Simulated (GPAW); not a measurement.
Runs of GPAW 26.7.0 on As. Symmetry: R-3m, No. 166, trigonal system. The conventional cell has a = 3.762 Å, b = 3.762 Å, c = 10.542 Å, α = 90.00°, β = 90.00°, γ = 120.00°. As (site symmetry 3m) has 3 As at 2.51 Å as nearest neighbours. 

| task | level | potentials or basis | cell | cutoff (eV) | maxiter | optimizer | fmax | max steps | target pressure | gap on the mesh (eV) | pressure (GPa) | largest force (eV/Å) |
| --- | --- | --- | --- | --- | --- | --- | --- | --- | --- | --- | --- | --- |
| relaxation of cell and atoms | PBEsol | PAW data sets generated in the run's folder for this functional, pw | relaxed to 5 GPa | 600 | 150 | BFGS | 0.02 eV/Å | 60 | 5 GPa | 0.26 | 5.0 | - |
| single point | PBE | GPAW PAW data sets (gpaw-data 1.2.1), pw | as given | 450 | 120 | - | - | - | - | none | 3.8 | 0.44 |
| relaxation of cell and atoms | PBEsol | PAW data sets generated in the run's folder for this functional, pw | relaxed to 20 GPa | 600 | 150 | BFGS | 0.02 eV/Å | 60 | 20 GPa | none | 20.2 | - |
| relaxation of cell and atoms | PBEsol | PAW data sets generated in the run's folder for this functional, pw | relaxed to 10 GPa | 600 | 150 | BFGS | 0.02 eV/Å | 60 | 10 GPa | none | 10.0 | - |
| relaxation of cell and atoms | PBEsol | PAW data sets generated in the run's folder for this functional, pw | relaxed | 600 | 150 | BFGS | 0.02 eV/Å | 60 | - | (a) | 0.0 | 0.01 |

Alike in all rows: no spin polarisation; k mesh 7 × 7 × 7; smearing fermi-dirac 0.05 eV.

**Question.** Estimate the missing entries.

**Answer.** (a) 0.34.

Caveats: later steps reuse the first step's grids (some runs); an odd mesh through Γ misses points on the zone boundary, where band edges often lie (some runs); the cutoff is short for stress and forces, so pressures can be off by a GPa or more (some runs).

A k mesh can miss the band edges, and the runs leave out spin-orbit coupling on As.

A gap of «none» marks a metal or a gap under the smearing width.
